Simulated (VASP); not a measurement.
The system is CdTe.

```xyz
2
Lattice="0.0000 3.2050 3.2050 3.2050 0.0000 3.2050 3.2050 3.2050 0.0000" Properties=species:S:1:pos:R:3 pbc="T T T"
Cd    0.0000    0.0000    0.0000
Te    1.6025    1.6025    1.6025
```

Base run:

```yaml
Program: VASP 6.6.1
Functional: PBE
Potentials_or_basis: VASP PAW PBE potentials, release 64 (Cd, Te)
Cutoff: 520 eV
k_mesh: 6 × 6 × 6
Occupations: fermi-dirac, width 0.02 eV
Spin: no spin polarisation
```

Its results: band gap on the k mesh 0.87 eV, direct; pressure 4.4 GPa.

Task: The run is repeated on the same cell with these changes: functional from PBE to HSE06; k mesh from 6 × 6 × 6 to 5 × 5 × 5. What comes out?

Result: Band gap on the k mesh 1.68 eV, direct; pressure 3.3 GPa.

Several settings changed at once, so the effect can't be laid on one alone.

Caveats: spin-orbit coupling is left out, which moves the levels of the heavy elements; the PAW data sets were made with another functional, which shifts forces and pressure a little (some runs).

